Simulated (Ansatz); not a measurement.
# A defect in a wire: W wire along [111], 4 atoms a period, Co placed on top of one W

Wanted: the relaxed defect and the transmission past it, beside the channels of the perfect wire.

Program: Ansatz 0.2.0. Level of theory: DFT PBE, plane waves, PAW; relaxation of a wire's period, in the first sound run; inputs show where later runs differ. Results are calculated unless marked as measured.

Most raw output is cut from this account.

## Step 1: The structure

The cell holds 4 atoms: 4 W. Cell: a = 11.283 Å, b = 9.388 Å, c = 2.745 Å, α = 90.0°, β = 90.0°, γ = 90.0°. Vacuum lies along a and b. The structure's axis is c.

## Step 2: The relaxed wire

Band widths follow the bond lengths, so the wire is relaxed first. The atoms and the third cell vector are free; the box across stays fixed as vacuum. A Fermi-Dirac smearing is set since the result may be a metal. The pressure printed is a third of the stress's trace over the whole box, vacuum included; only the stress along the axis is relaxed.

File input.yaml:

```yaml
crystal:
  lattice:
    - [11.283, 0.0, 0.0]
    - [0.0, 9.388, 0.0]
    - [0.0, 0.0, 2.74530053]
  atoms:
    - { symbol: W, position: [0.301338297, 0.500015667, 0.0] }
    - { symbol: W, position: [0.500002526, 0.362164465, 0.333333333] }
    - { symbol: W, position: [0.500002526, 0.637866869, 0.666666667] }
    - { symbol: W, position: [0.698666755, 0.500015667, 0.0] }
kpoints:
  mp_grid: { grid: [1, 1, 30] }
scf:
  occupations: { method: fermi_dirac, width: 0.05 }
hamiltonian:
  xc: pbe
relax:
  cell: { fix: [a, b, alpha, beta, gamma] }
  max_steps: 60
```

The run is started by

```bash
$ ansatz run input.yaml --threads 8 --pin off --max-ram 16384MiB --backend cpu --events-out ev --progress --plain --runs-dir out
```

The job ended after 8.9 s (8 threads of Arm Neoverse V2, shared host; peak memory 0.83 GiB; 59 s of CPU time).

Step by step:

| step | energy less that of the first step (eV) | largest force component (eV/Å) | pressure (GPa) | volume (Å³) |
| --- | --- | --- | --- | --- |
| 1 | 0.0000 | 3.5762 | -7.16 | 290.80 |
| 2 | -1.3963 | 1.6460 | 0.75 | 285.14 |
| 3 | -1.5136 | 0.6983 | -0.09 | 283.90 |
| 4 | -1.5576 | 0.1591 | 0.08 | 284.08 |
| 5 | -1.5601 | 0.0370 | -0.02 | 284.27 |
| 6 | -1.5602 | 0.0152 | 0.04 | 284.23 |
| 7 | -1.5602 | 0.0015 | 0.02 | 284.22 |
| 8* | -1.5597 | 0.0016 | 0.02 | 284.22 |

Relaxation steps marked * repeat the geometry before them on a plane-wave basis chosen anew for their cell, so energy and pressure can jump there.

The run keeps the 4 symmetry operations that it works with, so distortions that break them were not tested.

| cell as run | before | after | change |
| --- | --- | --- | --- |
| c (Å) | 2.745 | 2.683 | -2.3 % |

The atoms that moved most (Å, along periodic axes as changes of fractional coordinates times the final cell, across vacuum about the mean position):

| atom | dx | dy | dz | length |
| --- | --- | --- | --- | --- |
| W1 | 0.231 | 0.000 | 0.000 | 0.231 |
| W4 | -0.231 | 0.000 | 0.000 | 0.231 |
| W2 | 0.000 | 0.076 | -0.110 | 0.134 |
| W3 | 0.000 | -0.076 | 0.110 | 0.134 |

Numbers from this step:

* energy at zero smearing: -41529.3346 eV
* cell length along the wire: 2.683 Å

The cell's length comes to 2.683 Å with spin left out.

## Step 3: The perfect wire

This step: DFT PBE, plane waves, PAW; channels and complex bands of a perfect wire (Ansatz 0.2.0).

At the relaxed period the Bloch states of the perfect wire are found at each energy: those that move forward count the open channels, and those that decay describe how a disturbance dies away inside the wire itself. An energy step of 0.035 eV is under the 0.039 eV that the program asks for its thermal average at 300 K.

File input.yaml:

```yaml
crystal:
  lattice:
    - [11.283, 0.0, 0.0]
    - [0.0, 9.388, 0.0]
    - [0.0, 0.0, 2.6832636477]
  atoms:
    - { symbol: W, position: [0.321836204, 0.500015667, 0.0] }
    - { symbol: W, position: [0.500002526, 0.37029517, 0.292251866] }
    - { symbol: W, position: [0.500002526, 0.629736164, 0.707748134] }
    - { symbol: W, position: [0.678168848, 0.500015667, 0.0] }
kpoints:
  mp_grid: { grid: [1, 1, 30] }
scf:
  occupations: { method: fermi_dirac, width: 0.05 }
hamiltonian:
  xc: pbe
output:
  transmission:
    e_range: [-1.26, 1.26]
    de: 0.035
    kmesh: [1, 1]
    reduced_basis: true
    leads: [[0, 0]]
basis:
  ecutwfc: "350 eV"
```

It took 49 s on 8 threads; peak memory 2.3 GiB; 4.7 min of CPU time.

This step gave:

```
energy at zero smearing                                  : -41529.3249 eV
channels at the energy nearest the Fermi level, one spin : 5
conductance of the lead as this run defines it           : 4.999 G₀
band gap                                                 : 0 eV
```

Open channels of the lead, one spin against energy, zero at the Fermi level:

energy (eV), open channels of the lead, one spin and a bar from the least value:
```
    -1.26       3.00 #####
    -1.19       6.00 ####################
    -1.08       4.00 ##########
    -1.01       2.00 
    -0.91       6.00 ####################
    -0.84       6.00 ####################
    -0.73       6.00 ####################
    -0.67       6.00 ####################
    -0.56       6.00 ####################
    -0.49       5.00 ###############
    -0.39       4.00 ##########
    -0.32       4.00 ##########
    -0.21       5.00 ###############
    -0.14       5.00 ###############
    -0.04       5.00 ###############
     0.00       5.00 ###############
     0.04       5.00 ###############
     0.14       5.00 ###############
     0.21       4.00 ##########
     0.32       4.00 ##########
     0.39       4.00 ##########
     0.49       6.00 ####################
     0.56       6.00 ####################
     0.67       6.00 ####################
     0.73       8.00 ##############################
     0.84       8.00 ##############################
     0.91       8.00 ##############################
     1.01       5.00 ###############
     1.08       3.00 #####
     1.19       5.00 ###############
     1.26       5.00 ###############
```

The slowest values at each energy, most degenerate partners merged, listed up to 1.5 1/Å. Im kz of the slowest decaying states against energy, zero at the Fermi level:

| energy (eV) | decay 1 (Å⁻¹) | decay 2 (Å⁻¹) | decay 3 (Å⁻¹) | decay 4 (Å⁻¹) |
| --- | --- | --- | --- | --- |
| -1.26 | 0.0357 | 0.0600 | 0.0846 | 0.107 |
| -1.16 | 0.0789 | 0.0850 | 0.0876 | 0.369 |
| -1.05 | 0.0636 | 0.110 | 0.159 | 0.359 |
| -0.94 | 0.114 | 0.181 | 0.346 | 0.371 |
| -0.84 | 0.114 | 0.186 | 0.329 | 0.361 |
| -0.77 | 0.126 | 0.183 | 0.314 | 0.354 |
| -0.67 | 0.145 | 0.177 | 0.286 | 0.342 |
| -0.56 | 0.156 | 0.183 | 0.247 | 0.329 |
| -0.46 | 0.0551 | 0.161 | 0.194 | 0.199 |
| -0.35 | 0.0452 | 0.0839 | 0.0894 | 0.160 |
| -0.24 | 0.0578 | 0.105 | 0.156 | 0.274 |
| -0.14 | 0.147 | 0.153 | 0.169 | 0.249 |
| -0.04 | 0.133 | 0.211 | 0.216 | 0.223 |
| 0.00 | 0.127 | 0.203 | 0.204 | 0.239 |
| 0.04 | 0.124 | 0.189 | 0.201 | 0.254 |
| 0.14 | 0.133 | 0.154 | 0.204 | 0.288 |
| 0.24 | 0.0684 | 0.0836 | 0.165 | 0.210 |
| 0.35 | 0.0589 | 0.127 | 0.159 | 0.215 |
| 0.46 | 0.142 | 0.156 | 0.218 | 0.316 |
| 0.56 | 0.120 | 0.179 | 0.220 | 0.307 |
| 0.67 | 0.0801 | 0.198 | 0.219 | 0.296 |
| 0.77 | 0.213 | 0.216 | 0.279 | 0.354 |
| 0.84 | 0.212 | 0.222 | 0.264 | 0.352 |
| 0.94 | 0.202 | 0.230 | 0.233 | 0.347 |
| 1.05 | 0.0102 | 0.0547 | 0.0811 | 0.0880 |
| 1.16 | 0.0789 | 0.144 | 0.150 | 0.169 |
| 1.26 | 0.155 | 0.182 | 0.226 | 0.276 |

By hand: the program gives 3.6563 × 10^14 S/m² over the cell's cross-section of 105.92 Å² = 1.059 × 10^-18 m², so one cell conducts 3.873 × 10^-4 S. Divided by G0 = 2e²/h = 7.748 × 10^-5 S this is 5.00 G0, a resistance of 2.58 kΩ.

At the computed energy nearest the Fermi level there are 5 channels a spin, and the thermal average gives 5.00 G₀.

## Step 4: Relaxing the junction

This step: DFT PBE, plane waves, PAW; relaxation of a junction in a wire, ends held (Ansatz 0.2.0).

System of this step: W wire along [111], 4 atoms a period, Co placed on top of one W. The cell holds 37 atoms: 36 W and 1 Co. Cell: a = 11.283 Å, b = 9.388 Å, c = 24.149 Å, α = 90.0°, β = 90.0°, γ = 90.0°. Regions: held atoms, 24 atoms (24 W); free atoms, 13 atoms (12 W and 1 Co). Vacuum lies along a and b. The structure's axis is c.

13 atoms at the defect are free to relax, while 24 stay where the perfect wire has them, so that the ends still repeat as a lead. The cutoff is set under the files' recommended one to save time.

File input.yaml:

```yaml
crystal:
  lattice:
    - [11.283, 0.0, 0.0]
    - [0.0, 9.388, 0.0]
    - [0.0, 0.0, 24.149372829]
  atoms:
    - { symbol: W, position: [0.321836204, 0.500015667, 0.0] }
    - { symbol: W, position: [0.500002526, 0.37029517, 0.03247243] }
    - { symbol: W, position: [0.500002526, 0.629736164, 0.078638682] }
    - { symbol: W, position: [0.678168848, 0.500015667, 0.0] }
    - { symbol: W, position: [0.321836204, 0.500015667, 0.111111111] }
    - { symbol: W, position: [0.500002526, 0.37029517, 0.143583541] }
    - { symbol: W, position: [0.500002526, 0.629736164, 0.189749793] }
    - { symbol: W, position: [0.678168848, 0.500015667, 0.111111111] }
[... 25 atom lines left out ...]
    - { symbol: W, position: [0.500002526, 0.37029517, 0.921361318] }
    - { symbol: W, position: [0.500002526, 0.629736164, 0.96752757] }
    - { symbol: W, position: [0.678168848, 0.500015667, 0.888888889] }
    - { symbol: Co, position: [0.066584942, 0.500035797, 0.444444444], spin: 2.0 }
magnetization:
  spin_polarized: true
kpoints:
  mp_grid: { grid: [1, 1, 2] }
scf:
  occupations: { method: fermi_dirac, width: 0.1 }
hamiltonian:
  xc: pbe
relax:
  constraints:
    - { sites: [0, 1, 2, 3, 4, 5, 6, 7, 8, 9, 10, 11, 24, 25, 26, 27, 28, 29, 30, 31, 32, 33, 34, 35] }
  f_tol: 0.06
  max_steps: 35
basis:
  ecutwfc: "350 eV"
```

Run time: 21 min. Hardware: 8 threads; peak memory 8.4 GiB.

Step by step (22 of 31):

| step | energy less that of the first step (eV) | largest force component (eV/Å) |
| --- | --- | --- |
| 1 | 0.0000 | 1.3460 |
| 2 | -0.1375 | 1.0780 |
| 4 | -0.6466 | 0.5962 |
| 5 | -0.6164 | 0.8118 |
| 7 | -0.6945 | 0.1807 |
| 8 | -0.7314 | 0.3081 |
| 10 | -0.9145 | 0.4956 |
| 11 | -1.0256 | 0.4506 |
| 12 | -1.1384 | 0.3098 |
| 14 | -1.2334 | 0.0808 |
| 15 | -1.2420 | 0.1293 |
| 17 | -1.2735 | 0.1483 |
| 18 | -1.3025 | 0.1857 |
| 20 | -1.4049 | 0.3577 |
| 21 | -1.4953 | 0.5261 |
| 22 | -1.6266 | 0.6127 |
| 24 | -1.9838 | 0.7562 |
| 25 | -2.1596 | 0.6608 |
| 27 | -2.3793 | 0.2731 |
| 28 | -2.4427 | 0.1658 |
| 30 | -2.4669 | 0.0826 |
| 31 | -2.4704 | 0.0446 |

Relaxation step 5 was tried and not accepted.

The atoms that moved most (Å):

| atom | dx | dy | dz | length |
| --- | --- | --- | --- | --- |
| Co37 | 2.958 | -2.030 | 1.841 | 4.032 |
| W21 | -0.074 | 0.155 | 0.080 | 0.190 |
| W17 | 0.066 | -0.139 | 0.026 | 0.156 |
| W18 | 0.132 | -0.044 | 0.001 | 0.140 |
| W20 | 0.078 | 0.069 | -0.024 | 0.107 |
| W14 | 0.084 | -0.005 | 0.005 | 0.085 |
| W22 | -0.071 | -0.022 | 0.016 | 0.076 |
| W13 | 0.034 | -0.054 | 0.022 | 0.067 |

Final coordinates:

```cif
data_structure
_symmetry_space_group_name_H-M 'P 1'
_symmetry_Int_Tables_number 1
_cell_length_a 11.2830
_cell_length_b 9.3880
_cell_length_c 24.1494
_cell_angle_alpha 90.000
_cell_angle_beta 90.000
_cell_angle_gamma 90.000
_cell_volume 2558.02
loop_
_atom_site_label
_atom_site_type_symbol
_atom_site_fract_x
_atom_site_fract_y
_atom_site_fract_z
_atom_site_occupancy
W1 W 0.32184 0.50002 0.00000 1
W2 W 0.50000 0.37030 0.03247 1
W3 W 0.50000 0.62974 0.07864 1
W4 W 0.67817 0.50002 0.00000 1
W5 W 0.32184 0.50002 0.11111 1
W6 W 0.50000 0.37030 0.14358 1
W7 W 0.50000 0.62974 0.18975 1
W8 W 0.67817 0.50002 0.11111 1
W9 W 0.32184 0.50002 0.22222 1
W10 W 0.50000 0.37030 0.25469 1
W11 W 0.50000 0.62974 0.30086 1
W12 W 0.67817 0.50002 0.22222 1
W13 W 0.32482 0.49425 0.33424 1
W14 W 0.50748 0.36981 0.36600 1
W15 W 0.50230 0.63034 0.41199 1
W16 W 0.68148 0.50418 0.33305 1
W17 W 0.32764 0.48523 0.44551 1
W18 W 0.51174 0.36559 0.47694 1
W19 W 0.50303 0.62635 0.52225 1
W20 W 0.68510 0.50741 0.44345 1
W21 W 0.31524 0.51655 0.55886 1
W22 W 0.49374 0.36796 0.58870 1
W23 W 0.50159 0.63179 0.63398 1
W24 W 0.67811 0.49631 0.55637 1
W25 W 0.32184 0.50002 0.66667 1
W26 W 0.50000 0.37030 0.69914 1
W27 W 0.50000 0.62974 0.74531 1
W28 W 0.67817 0.50002 0.66667 1
W29 W 0.32184 0.50002 0.77778 1
W30 W 0.50000 0.37030 0.81025 1
W31 W 0.50000 0.62974 0.85642 1
W32 W 0.67817 0.50002 0.77778 1
W33 W 0.32184 0.50002 0.88889 1
W34 W 0.50000 0.37030 0.92136 1
W35 W 0.50000 0.62974 0.96753 1
W36 W 0.67817 0.50002 0.88889 1
Co37 Co 0.32872 0.28378 0.52069 1
```

Numbers from this step:

| Quantity | Value |
| --- | --- |
| energy at zero smearing | -378889.5775 eV |
| total moment | 1.336 μB |
| absolute moment | 2.402 μB |

Site moment by element, in μB:

| element | atoms | mean | spread (r.m.s.) | least | largest |
| --- | --- | --- | --- | --- | --- |
| W | 36 | 0.00 | 0.01 | -0.03 | 0.03 |
| Co | 1 | 1.18 | 0.00 | 1.18 | 1.18 |

The atoms farthest from the mean of their element:

| atom | x, y, z (Å) | site moment (μB) |
| --- | --- | --- |
| W21 | 3.56, 4.85, 13.50 | 0.03 |
| W23 | 5.66, 5.93, 15.31 | -0.03 |
| W17 | 3.70, 4.56, 10.76 | 0.03 |
| W19 | 5.68, 5.88, 12.61 | -0.02 |
| W13 | 3.66, 4.64, 8.07 | -0.02 |
| W15 | 5.67, 5.92, 9.95 | -0.02 |
| W14 | 5.73, 3.47, 8.84 | 0.02 |
| W29 | 3.63, 4.69, 18.78 | 0.02 |

The largest force component on a free atom ends at 0.045 eV/Å, under the limit of 0.06. Co ends nearest to W at 2.38 Å, W at 2.44 Å, W at 2.61 Å and W at 2.62 Å; its sphere holds +1.18 μB.

(Continued in part 2 of 2.)

[Logs are printed without paths, hosts, clocks, repeated set-up lines and the standing remarks that a program may print on its own settings, such as how far it seeks lower states.]

[Hosts, paths, dates, database ids (printed as entryN), source tags and the programs' standing remarks are cut or masked in the printed files.]
